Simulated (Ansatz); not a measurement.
Level of theory: DFT, PBEsol, scalar-relativistic, no spin polarisation; plane waves to 420 eV with PAW datasets (Ansatz 0.2.0), 12×12×12 k-mesh, Gaussian smearing of 0.05 eV; PAW files: Ansatz's generated set soft_2.

The calculation on BX, where X is one element, gave:

| Property | Result |
| --- | --- |
| Space group | F-43m (No. 216) |
| Conventional cell | a = 4.768 Å, b = 4.768 Å, c = 4.768 Å, α = 90.00°, β = 90.00°, γ = 90.00° |
| Volume | 13.55 Å³/atom |
| Band gap | 1.08 eV |
| Smallest direct gap | 3.25 eV |
| Formation energy from the elements (0 K, uncorrected) | -0.04 eV/atom |
| Bulk modulus (Birch–Murnaghan) | 140 GPa |
| Pressure derivative B0′ | 4.1 |
| Shear modulus (Hill) | 129 GPa |
| Young's modulus | 296 GPa |
| Poisson's ratio | 0.15 |
| Elastically stable | yes |

Sites: B on 4a, X on 4c.

Q: Which element is X?
A. As
B. Ge
C. Se
D. Ga

A: A. X is As, so the compound is BAs.

The chain of runs began from a cell as deposited in COD, expanded in volume.

Semilocal functionals underestimate band gaps, commonly by a third or more.
